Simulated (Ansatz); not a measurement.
Write the native input for Ansatz 0.2.0 that does the following.

* Task: electric field gradients
* Functional: PBE
* Potentials or basis: all-electron PAW datasets made for the crystal
* Cutoff: 220 eV (chosen from the basis error)
* k mesh: 9 × 9 × 9
* Occupations: fermi-dirac, width 0.05 eV
* Spin: no spin polarisation

Crystal: GaAs.

```
Ga As
1.0
     0.00000    2.69589    2.69589
     2.69589    0.00000    2.69589
     2.69589    2.69589    0.00000
Ga As
1 1
Direct
  0.00000 0.00000 0.00000
  0.50000 0.50000 0.50000
```

The cell was built by a generator and needn't be a form met in nature.

The input as run:

input.yaml

```yaml
crystal:
  lattice:
    - [0.0, 2.69589, 2.69589]
    - [2.69589, 0.0, 2.69589]
    - [2.69589, 2.69589, 0.0]
  atoms:
    - { symbol: Ga, position: [0.0, 0.0, 0.0] }
    - { symbol: As, position: [0.5, 0.5, 0.5] }
kpoints:
  mp_grid: { grid: [9, 9, 9] }
scf:
  occupations: { method: fermi_dirac, width: 0.05 }
hamiltonian:
  xc: pbe
  pseudopotentials: { kind: all_electron, datasets: crystal }
output:
  forces: true
  stress: true
  eigenvalues: true
  efg: {}
```

Potentials or basis: all-electron PAW datasets made for the crystal.

Command:

```sh
$ ansatz run input.yaml --threads 1 --pin off --max-ram 3072MiB --backend cpu --events-out ev --progress --plain --runs-dir out
```

It gave:

```json
{"Pressure": "0.0 GPa", "Band gap on the k mesh": "none (metal or under the smearing width)"}
```

Run time: 5.7 s on 1 thread of Arm Neoverse V1, with other jobs on the host, peak memory 0.42 GiB.
